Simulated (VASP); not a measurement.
# MgO (Fm-3m) in VASP: notebook

One crystal, MgO, is run at these levels: LDA; tasks: single point.

Everything below comes from runs of VASP 6.6.1. Logs are shortened: lines on timing, memory, paths and dates and some standing lists are left out, and cuts for length are marked.

**1. The structure**

The structure is cubic, space group Fm-3m (No. 225). The conventional cell has a = 4.194 Å, b = 4.194 Å, c = 4.194 Å, α = 90.00°, β = 90.00°, γ = 90.00°. Mg (site symmetry m-3m) is surrounded by 6 O at 2.10 Å. O (site symmetry m-3m) is surrounded by 6 Mg at 2.10 Å.

The cell is a database's computed one.

**2. Single point, LDA**

Input file INCAR:

```
PREC = Accurate
ENCUT = 400
EDIFF = 1E-7
ISMEAR = 0
SIGMA = 0.05
LREAL = False
LASPH = True
NELM = 100
ALGO = Normal
ISIF = 2
LWAVE = False
LCHARG = False
GGA = CA
NBANDS = 11
ADDGRID = True
```

Input file KPOINTS:

```
regular mesh
0
Gamma
  4 4 4
```

Input file POSCAR:

```
MgO
1.0
    0.0000000000      2.0970013927      2.0970013927
    2.0970013927      0.0000000000      2.0970013927
    2.0970013927      2.0970013927      0.0000000000
Mg O
1 1
Direct
    0.0000000000      0.0000000000      0.0000000000
    0.5000000000      0.5000000000      0.5000000000
```

Potentials or basis: VASP PAW LDA potentials, release 64 (Mg, O).

Command:

```sh
> cat potpaw_LDA.64/Mg/POTCAR potpaw_LDA.64/O/POTCAR > POTCAR
> mpirun -np 1 vasp_std > vasp.out
```

OUTCAR:

```text
PREC = Accurate
   ENCUT = 400
   EDIFF = 1E-7
   ISMEAR = 0
   LREAL = False
   LASPH = True
   NELM = 100
   ISIF = 2
   GGA = CA

 Found      8 irreducible k-points:

 Following reciprocal coordinates:
            Coordinates               Weight
  0.000000  0.000000  0.000000      1.000000
  0.250000  0.000000  0.000000      8.000000
  0.500000  0.000000  0.000000      4.000000
  0.250000  0.250000  0.000000      6.000000
  0.500000  0.250000  0.000000     24.000000
 -0.250000  0.250000  0.000000     12.000000
   k-points           NKPTS =      8   k-points in BZ     NKDIM =      8   number of bands    NBANDS=     11
   number of dos      NEDOS =    301   number of ions     NIONS =      2
   total plane-waves  NPLWV =   8000
   dimension x,y,z NGX =    20 NGY =   20 NGZ =   20
   dimension x,y,z NGXF=    40 NGYF=   40 NGZF=   40
   ions per type =               1   1
   NGX,Y,Z   is equivalent  to a cutoff of  11.21, 11.21, 11.21 a.u.
   NGXF,Y,Z  is equivalent  to a cutoff of  22.42, 22.42, 22.42 a.u.
 SYSTEM =  unknown system
   PREC   = accura    normal or accurate (medium, high low for compatibility)
   ISTART =      0    job   : 0-new  1-cont  2-samecut
   ICHARG =      2    charge: 1-file 2-atom 10-const
   ISPIN  =      1    spin polarized calculation?
   LNONCOLLINEAR =      F non collinear calculations
   LSORBIT =      F    spin-orbit coupling
   LASPH  =      T    aspherical Exc in radial PAW
   ENCUT  =  400.0 eV  29.40 Ry    5.42 a.u.   4.84  4.84  4.84*2*pi/ulx,y,z
   NELM   =    100;   NELMIN=  2; NELMDL= -5     # of ELM steps
   EDIFF  = 0.1E-06   stopping-criterion for ELM
   LREAL  =      F    real-space projection
   EDIFFG = 0.1E-05   stopping-criterion for IOM
   NSW    =      0    number of steps for IOM
   IBRION =     -1    ionic relax: 0-MD 1-quasi-New 2-CG
   NFREE  =      0    steps in history (QN), initial steepest desc. (CG)
   ISIF   =      2    stress and relaxation
   ISYM   =      2    0-nonsym 1-usesym 2-fastsym
   POTIM  = 0.5000    time-step for ionic-motion
   TEBEG  =    0.0;   TEEND  =   0.0 temperature during run
   PSTRESS=    0.0 pullay stress
   NELECT =       8.0000    total number of electrons
   NUPDOWN=      -1.0000    fix difference up-down
   EMIN   =  10.00;   EMAX   =-10.00  energy-range for DOS
   EFERMI =   0.00;   METHOD = LEGACY
   ISMEAR =     0;   SIGMA  =   0.05  broadening in eV -4-tet -1-fermi 0-gaus
   EFERMI_NEDOS =   21; number of points for ismear=-14 and -15
   IALGO  =     38    algorithm
   IMIX   =      4    mixing-type and parameters
     AMIX     =   0.40;   BMIX     =  1.00
     AMIX_MAG =   1.60;   BMIX_MAG =  1.00
  volume/ion in A,a.u.               =       9.22        62.23
  Fermi-wavevector in a.u.,A,eV,Ry     =   1.239261  2.341864 20.895389  1.535768
  Thomas-Fermi vector in A             =   2.373752
   LORBIT       =      0    0 simple, 1 ext, 2 COOP (PROOUT), +10 PAW based schemes
   GGA     = CA    functional components
   LHFCALC =     F    Hartree Fock is set to
   AEXX    =    0.0000 exact exchange contribution
   IVDW    =     0    specifies the selected vdW correction
   LEPSILON=     F    determine dielectric tensor
   LRPA    =     F    only Hartree local field effects (RPA)
 non-spin polarized calculation
 Gauss-broadening in eV      SIGMA  =   0.05
  energy-cutoff  :      400.00
  volume of cell :       18.44
 maximum number of plane-waves:       344
   NGX =  9   NGY =  9   NGZ =  9

 number of electron       8.0000000 magnetization

 Free energy of the ion-electron system (eV)
  ---------------------------------------------------
  ext. energy  EPLUGINS =         0.00000000
  ---------------------------------------------------
  free energy    TOTEN  =       -13.44821143 eV

  energy without entropy =      -13.44821143  energy(sigma->0) =      -13.44821143

 E-fermi :   3.3089     XC(G=0): -11.6515

 val. band max:        2.9816189159   @ k =   0.0000   0.0000   0.0000
 cond. band min:       7.7610627883   @ k =   0.0000   0.0000   0.0000
 fundamental gap:      4.7794438725
 Fermi energy:         3.3088647733

 k-point     1 :       0.0000    0.0000    0.0000
  band No.  band energies     occupation
      1     -14.0851      2.00000
      2       2.9816      2.00000
      3       2.9816      2.00000
      4       2.9816      2.00000
      5       7.7611      0.00000
      6      18.5787      0.00000
      7      18.5787      0.00000
      8      18.5787      0.00000
      9      22.6356      0.00000
     10      24.2984      0.00000
     11      24.2984      0.00000

 k-point     2 :       0.2500    0.0000    0.0000
  band No.  band energies     occupation
      1     -13.4562      2.00000
      2       0.2631      2.00000
      3       2.6277      2.00000
      4       2.6277      2.00000
      5      10.0785      0.00000
      6      15.4269      0.00000
      7      19.4517      0.00000
      8      19.4517      0.00000
      9      22.9311      0.00000
     10      22.9311      0.00000
     11      24.8389      0.00000

 k-point     3 :       0.5000    0.0000    0.0000
  band No.  band energies     occupation
      1     -12.7005      2.00000
      2      -1.7774      2.00000
      3       2.3005      2.00000
      4       2.3005      2.00000
      5      10.7937      0.00000
      6      15.5473      0.00000
      7      19.1112      0.00000
      8      19.1112      0.00000
      9      23.7284      0.00000
     10      25.3179      0.00000
     11      25.3179      0.00000

 k-point     4 :       0.2500    0.2500    0.0000
  band No.  band energies     occupation
      1     -13.2835      2.00000
      2       0.2905      2.00000
      3       2.2172      2.00000
      4       2.2172      2.00000
      5      11.0667      0.00000
      6      13.9433      0.00000
      7      18.3014      0.00000
      8      20.2987      0.00000
      9      20.2987      0.00000
     10      26.1888      0.00000
     11      30.0480      0.00000

 k-point     5 :       0.5000    0.2500    0.0000
  band No.  band energies     occupation
      1     -12.5732      2.00000
      2      -0.9496      2.00000
      3       0.9985      2.00000
      4       1.9286      2.00000
      5      12.5792      0.00000
      6      14.4776      0.00000
      7      16.1330      0.00000
      8      20.4814      0.00000
      9      21.6603      0.00000
     10      27.3195      0.00000
     11      29.5709      0.00000

 k-point     6 :      -0.2500    0.2500    0.0000
  band No.  band energies     occupation
      1     -12.7818      2.00000
      2      -0.6134      2.00000
      3       0.9116      2.00000
      4       2.3023      2.00000
      5      12.4356      0.00000
      6      14.6594      0.00000
      7      16.8676      0.00000
      8      20.3292      0.00000
      9      22.7892      0.00000
     10      23.8319      0.00000
     11      28.5560      0.00000

 [... further k-points ...]
[... 5 lines left out ...]
  --------------------------------------------------------------------------------------
  -------------------------------------------------------------------------------------
  Total       -1.2125920     -1.2125920     -1.2125920     -0.0000000      0.0000000      0.0000000
  in kB     -105.3414114   -105.3414114   -105.3414114     -0.0000000      0.0000000      0.0000000
  external PRESSURE =    -105.3414114 kB  Pullay stress =       0.0000000 kB

 VOLUME and BASIS-vectors are now :
 -----------------------------------------------------------------------------
  energy-cutoff  :      400.00
  volume of cell :       18.44
      direct lattice vectors                 reciprocal lattice vectors
     0.000000000  2.097001393  2.097001393    -0.238435702  0.238435702  0.238435702
     2.097001393  0.000000000  2.097001393     0.238435702 -0.238435702  0.238435702
     2.097001393  2.097001393  0.000000000     0.238435702  0.238435702 -0.238435702

 POSITION                                       TOTAL-FORCE (eV/Angst)
 -----------------------------------------------------------------------------------
      0.00000      0.00000      0.00000         0.000000      0.000000     -0.000000
      2.09700      2.09700      2.09700        -0.000000     -0.000000      0.000000
 -----------------------------------------------------------------------------------
    total drift:                                0.000000      0.000000      0.000000

  FREE ENERGIE OF THE ION-ELECTRON SYSTEM (eV)
  ---------------------------------------------------
  free  energy   TOTEN  =       -13.4482114332 eV

  energy  without entropy=      -13.4482114332  energy(sigma->0) =      -13.44821143
```

Run time: 3.1 s. Hardware: 1 thread of AMD EPYC 9R45 (Zen 5), shared host; peak memory 0.12 GiB.

These settings aren't checked as converged: the numbers below hold their error.

Results:

```
Free energy            : -13.4482 eV
Band gap on the k mesh : 4.78 eV, direct
```

Caveat: the k mesh is coarse (spacing up to 0.65 Å⁻¹), so the values aren't converged; the cutoff is under 1.25 times the usual one of these potentials, so pressure, stress and relaxed cells hold a basis-set (Pulay) error.

**3. Single point, LDA**

INCAR is that of step 2.

KPOINTS is that of step 2.

Input file POSCAR:

```
MgO
1.0
    0.0000000000      2.0970013927      2.0970013927
    2.0970013927      0.0000000000      2.0970013927
    2.0970013927      2.0970013927      0.0000000000
Mg O
1 1
Direct
   -0.0111690000     -0.0083340000      0.0019910000
    0.5083620000      0.4891820000      0.5308490000
```

Potentials or basis: VASP PAW LDA potentials, release 64 (Mg, O).

Command:

```sh
> cat potpaw_LDA.64/Mg/POTCAR potpaw_LDA.64/O/POTCAR > POTCAR
> mpirun -np 1 vasp_std > vasp.out
```

OUTCAR:

```text
PREC = Accurate
   ENCUT = 400
   EDIFF = 1E-7
   ISMEAR = 0
   LREAL = False
   LASPH = True
   NELM = 100
   ISIF = 2
   GGA = CA

 Found     36 irreducible k-points:

 Following reciprocal coordinates:
            Coordinates               Weight
  0.000000  0.000000  0.000000      1.000000
  0.250000  0.000000  0.000000      2.000000
  0.000000  0.250000  0.000000      2.000000
  0.000000  0.000000  0.250000      2.000000
  0.250000  0.250000  0.250000      2.000000
  0.500000  0.000000  0.000000      1.000000
   k-points           NKPTS =     36   k-points in BZ     NKDIM =     36   number of bands    NBANDS=     11
   number of dos      NEDOS =    301   number of ions     NIONS =      2
   total plane-waves  NPLWV =   8000
   dimension x,y,z NGX =    20 NGY =   20 NGZ =   20
   dimension x,y,z NGXF=    40 NGYF=   40 NGZF=   40
   ions per type =               1   1
   NGX,Y,Z   is equivalent  to a cutoff of  11.21, 11.21, 11.21 a.u.
   NGXF,Y,Z  is equivalent  to a cutoff of  22.42, 22.42, 22.42 a.u.
 SYSTEM =  unknown system
   PREC   = accura    normal or accurate (medium, high low for compatibility)
   ISTART =      0    job   : 0-new  1-cont  2-samecut
   ICHARG =      2    charge: 1-file 2-atom 10-const
   ISPIN  =      1    spin polarized calculation?
   LNONCOLLINEAR =      F non collinear calculations
[... 59 lines left out ...]

 k-point     1 :       0.0000    0.0000    0.0000
  band No.  band energies     occupation
      1     -14.0916      2.00000
      2       2.9468      2.00000
      3       2.9613      2.00000
      4       2.9734      2.00000
      5       7.7411      0.00000
      6      18.5828      0.00000
      7      18.6218      0.00000
      8      18.6751      0.00000
      9      22.5984      0.00000
     10      24.3158      0.00000
     11      24.3373      0.00000
[... 57 lines left out ...]
 k-point     6 :       0.5000    0.0000    0.0000
  band No.  band energies     occupation
      1     -12.7127      2.00000
      2      -1.7778      2.00000
      3       2.2876      2.00000
      4       2.3149      2.00000
      5      10.7798      0.00000
      6      15.4535      0.00000
      7      19.0734      0.00000
      8      19.1833      0.00000
      9      23.6752      0.00000
     10      25.3952      0.00000
     11      25.4507      0.00000

 [... further k-points ...]
[... 5 lines left out ...]
  --------------------------------------------------------------------------------------
  -------------------------------------------------------------------------------------
  Total       -1.1228832     -0.8116804     -1.1977221     -0.0388018     -0.0247141     -0.0126376
  in kB      -97.5481459    -70.5130489   -104.0496195     -3.3708285     -2.1469820     -1.0978609
  external PRESSURE =     -90.7036048 kB  Pullay stress =       0.0000000 kB

 VOLUME and BASIS-vectors are now :
 -----------------------------------------------------------------------------
  energy-cutoff  :      400.00
  volume of cell :       18.44
      direct lattice vectors                 reciprocal lattice vectors
     0.000000000  2.097001393  2.097001393    -0.238435702  0.238435702  0.238435702
     2.097001393  0.000000000  2.097001393     0.238435702 -0.238435702  0.238435702
     2.097001393  2.097001393  0.000000000     0.238435702  0.238435702 -0.238435702

 POSITION                                       TOTAL-FORCE (eV/Angst)
 -----------------------------------------------------------------------------------
      2.08370      2.07776      4.15310         0.289286      0.577815      0.183016
      2.13901      2.17923      2.09185        -0.289286     -0.577815     -0.183016
 -----------------------------------------------------------------------------------
    total drift:                                0.000061      0.000084      0.000054

  FREE ENERGIE OF THE ION-ELECTRON SYSTEM (eV)
  ---------------------------------------------------
  free  energy   TOTEN  =       -13.4082567319 eV

  energy  without entropy=      -13.4082567319  energy(sigma->0) =      -13.40825673
```

OSZICAR:

```text
N       E                     dE             d eps       ncg     rms          rms(c)
DAV:   1     0.532492734606E+01    0.53249E+01   -0.41382E+03   976   0.516E+02
DAV:   2    -0.145929206413E+02   -0.19918E+02   -0.19392E+02   921   0.115E+02
DAV:   3    -0.149861244324E+02   -0.39320E+00   -0.39302E+00   947   0.129E+01
DAV:   4    -0.149869401593E+02   -0.81573E-03   -0.81572E-03   861   0.683E-01
DAV:   5    -0.149869426202E+02   -0.24608E-05   -0.24609E-05   936   0.339E-02    0.699E+00
DAV:   6    -0.134725852750E+02    0.15144E+01   -0.84139E+00   894   0.155E+01    0.221E+00
DAV:   7    -0.134336520246E+02    0.38933E-01   -0.64023E-02   822   0.196E+00    0.132E+00
DAV:   8    -0.134088835261E+02    0.24768E-01   -0.31076E-02   834   0.177E+00    0.243E-01
DAV:   9    -0.134083718257E+02    0.51170E-03   -0.93916E-04   945   0.210E-01    0.120E-01
DAV:  10    -0.134082586841E+02    0.11314E-03   -0.33688E-04   867   0.138E-01    0.103E-02
DAV:  11    -0.134082573255E+02    0.13586E-05   -0.47016E-06   906   0.148E-02    0.739E-03
DAV:  12    -0.134082567477E+02    0.57775E-06   -0.32155E-06   858   0.129E-02    0.133E-03
DAV:  13    -0.134082567319E+02    0.15775E-07   -0.37491E-08   438   0.145E-03
   1 F= -.13408257E+02 E0= -.13408257E+02  d E =-.241618E-20
```

stdout:

```text
POSCAR found type information on POSCAR MgO
 POSCAR found :  2 types and       2 ions
 scaLAPACK will be used
 LDA part: xc-table for (Slater(with rela. corr.)+CA(PZ))
 , standard interpolation
 POSCAR, INCAR and KPOINTS ok, starting setup
 FFT: planning ... GRIDC
 FFT: planning ... GRID_SOFT
 FFT: planning ... GRID
 WAVECAR not read
 entering main loop
```

Wall time 5.3 s (1 thread of AMD EPYC 9R45 (Zen 5), shared host); peak memory 0.12 GiB.

These settings aren't checked as converged: the numbers below hold their error.

Results:

```yaml
Free_energy: -13.4083 eV
Largest_force: 0.672 eV/Å
Band_gap_on_the_k_mesh: 4.77 eV, direct
```

Caveat: the k mesh is coarse (spacing up to 0.65 Å⁻¹), so the values aren't converged; the cutoff is under 1.25 times the usual one of these potentials, so pressure, stress and relaxed cells hold a basis-set (Pulay) error.

**4. Single point, LDA**

INCAR: that of step 3 with these lines changed.

```diff
@@ -6,3 +6,3 @@
 LREAL = False
-LASPH = True
+LASPH = False
 NELM = 100
@@ -14,2 +14,2 @@
 NBANDS = 11
-ADDGRID = True
+ADDGRID = False
```

KPOINTS is that of step 3.

Input file POSCAR:

```
MgO
1.0
    0.0000000000      2.0970013927      2.0970013927
    2.0970013927      0.0000000000      2.0970013927
    2.0970013927      2.0970013927      0.0000000000
Mg O
1 1
Direct
    0.0000000000      0.0000000000      0.0000000000
    0.5000000000      0.5000000000      0.5000000000
```

Command:

```sh
> cat potpaw_LDA.64/Mg/POTCAR potpaw_LDA.64/O/POTCAR > POTCAR
> mpirun -np 1 vasp_std > vasp.out
```

It took 2 s on 1 thread of AMD EPYC 9R45 (Zen 5), shared host; peak memory 0.08 GiB.

These settings aren't checked as converged: the numbers below hold their error.

What came out:

```yaml
Free_energy: -13.4482 eV
Band_gap_on_the_k_mesh: 4.78 eV, direct
```

Caveat: the k mesh is coarse (spacing up to 0.65 Å⁻¹), so the values aren't converged; the cutoff is under 1.25 times the usual one of these potentials, so pressure, stress and relaxed cells hold a basis-set (Pulay) error.

**5. Single point, LDA**

INCAR is that of step 4.

KPOINTS is that of step 4.

Input file POSCAR:

```
MgO
1.0
    0.0000000000      2.0970013927      2.0970013927
    2.0970013927      0.0000000000      2.0970013927
    2.0970013927      2.0970013927      0.0000000000
Mg O
1 1
Direct
   -0.0111690000     -0.0083340000      0.0019910000
    0.5083620000      0.4891820000      0.5308490000
```

Command:

```sh
> cat potpaw_LDA.64/Mg/POTCAR potpaw_LDA.64/O/POTCAR > POTCAR
> mpirun -np 1 vasp_std > vasp.out
```

It took 4 s on 1 thread of AMD EPYC 9R45 (Zen 5), shared host; peak memory 0.08 GiB.

These settings aren't checked as converged: the numbers below hold their error.

What came out:

```
Free energy            : -13.4083 eV
Largest force          : 0.672 eV/Å
Band gap on the k mesh : 4.77 eV, direct
```

Caveat: the k mesh is coarse (spacing up to 0.65 Å⁻¹), so the values aren't converged; the cutoff is under 1.25 times the usual one of these potentials, so pressure, stress and relaxed cells hold a basis-set (Pulay) error.

**6. The reference run**

An earlier run on the cell as given: functional PBE; potentials or basis VASP PAW PBE potentials, release 64 (Mg, O); cutoff 520 eV; k mesh 11 × 11 × 11; occupations fermi-dirac, width 0.05 eV; no spin polarisation.

- Pressure: 6.2 GPa
- Band gap on the k mesh: 4.85 eV, direct
